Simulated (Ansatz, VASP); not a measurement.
**Hf in VASP and in Ansatz**

```
Hf
1.0
     0.00000    2.20510    2.20510
     2.20510    0.00000    2.20510
     2.20510    2.20510    0.00000
Hf
1
Direct
  0.00000 0.00000 0.00000
```

Change from the starting cell: volume scaled by 0.98.

Alike in both runs: task single point; functional PBEsol; k mesh 10 × 10 × 10; occupations fermi-dirac, width 0.05 eV; no spin polarisation.

|  | VASP | Ansatz |
| --- | --- | --- |
| version | VASP 6.6.1 | Ansatz 0.2.0 |
| potentials or method | VASP PAW PBE potentials, release 64 (Hf_pv) | Ansatz PAW |
| plane-wave cutoff (eV) | 520 | 420 |
| valence electrons in the cell | 10 | 26 |

VASP gave:

```
gap on the k mesh at the Fermi level (eV) : none
pressure (GPa)                            : 0.1
```

Problem. Which values does Ansatz return?

Solution. gap on the k mesh at the Fermi level (eV): none; pressure (GPa): 0.5.

A gap of «none» marks a metal or a gap that the smearing closes. With one functional, cell and mesh, what is left measures potentials, basis and numerics. The two sets of potentials don't hold the same shells in valence.

Caveats: the PAW data sets were made with another functional, which shifts forces and pressure a little (VASP); the PAW data sets come from PBE, with cores solved anew for the run's functional, which leaves a small shift of forces and pressure (Ansatz). Spin-orbit coupling is left out, which matters for the levels of Hf.
